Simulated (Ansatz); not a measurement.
FeSi2: zone-centre modes

Level of theory: DFT PBEsol, scalar-relativistic, plane waves, PAW in Ansatz. Settings: 420 eV plane-wave cutoff, Γ-centred 16×16×8 mesh, Fermi-Dirac smearing of 0.15 eV. No spin polarisation. Phonons by linear response, acoustic sum rule imposed.

Relaxed structure:
```
Fe Si
1.0
     2.67938    0.00000    0.00000
     0.00000    2.67938    0.00000
     0.00000    0.00000    5.10477
Fe Si
1 2
Direct
  0.00000 0.00000 0.00000
  0.50000 0.50000 0.27161
  0.50000 0.50000 0.72839
```

In a metal, frequencies and elastic constants depend on the k mesh and the smearing, soft modes and shear constants most. Spin polarisation was left out, and a magnetic state may lie lower.

(1) Is this structure stable against zone-centre distortions?

(2) List the optical modes at Γ (i marks imaginary ones).

Results:

(1) Yes, at Γ: no optical mode is imaginary. Strains and other wave vectors aren't tested by this run.

(2)
```json
{"frequency (cm⁻¹)": "229", "degeneracy": "2"}
{"frequency (cm⁻¹)": "292", "degeneracy": "2"}
{"frequency (cm⁻¹)": "363", "degeneracy": "1"}
{"frequency (cm⁻¹)": "553", "degeneracy": "1"}
```